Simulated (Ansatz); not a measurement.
## Sc$_{2}$Al (P6_3/mmc), axial (c/a) deformation path

Theory: DFT PBEsol, scalar-relativistic, plane waves, PAW (Ansatz). The runs took a 420 eV cutoff, a Γ-centred 12×12×10 mesh and Gaussian smearing (0.15 eV). No spin polarisation. Energies are free energies at this smearing, counted from the undisturbed cell; pressure is positive in compression.

The undisturbed cell (relaxed at this level; it needn't be the usual structure):

```yaml
crystal:
  lattice:
    - [4.85090, 0.00000, 0.00000]
    - [-2.42545, 4.20100, 0.00000]
    - [0.00000, 0.00000, 6.08545]
  atoms:
    - { symbol: Sc, position: [0.00000, 0.00000, 0.00000] }
    - { symbol: Sc, position: [0.00000, 0.00000, 0.50000] }
    - { symbol: Sc, position: [0.33333, 0.66667, 0.75000] }
    - { symbol: Sc, position: [0.66667, 0.33333, 0.25000] }
    - { symbol: Al, position: [0.33333, 0.66667, 0.25000] }
    - { symbol: Al, position: [0.66667, 0.33333, 0.75000] }
```

At fixed volume and fractional coordinates, lengths along (0.000, 0.000, 1.000) are scaled against those across it; ρ is that ratio over its starting value. The cell is metallic on the mesh throughout.

```
    ρ  ΔE (meV/atom)
0.800          310.0
0.850          161.1
0.920           41.0
0.960            9.8
1.000            0.0
1.050           12.0
1.100           46.1
1.200          162.6
```

**Question.** Predict the pressure (GPa) at each point.

**Answer.**
| ρ | pressure (GPa) |
| --- | --- |
| 0.800 | 2.1 |
| 0.850 | 0.7 |
| 0.920 | -0.1 |
| 0.960 | -0.2 |
| 1.000 | 0.0 |
| 1.050 | 0.5 |
| 1.100 | 1.1 |
| 1.200 | 2.8 |

Cost: 8 runs of about 3.7 core-minutes in all, on Arm Neoverse V2 (shared hosts).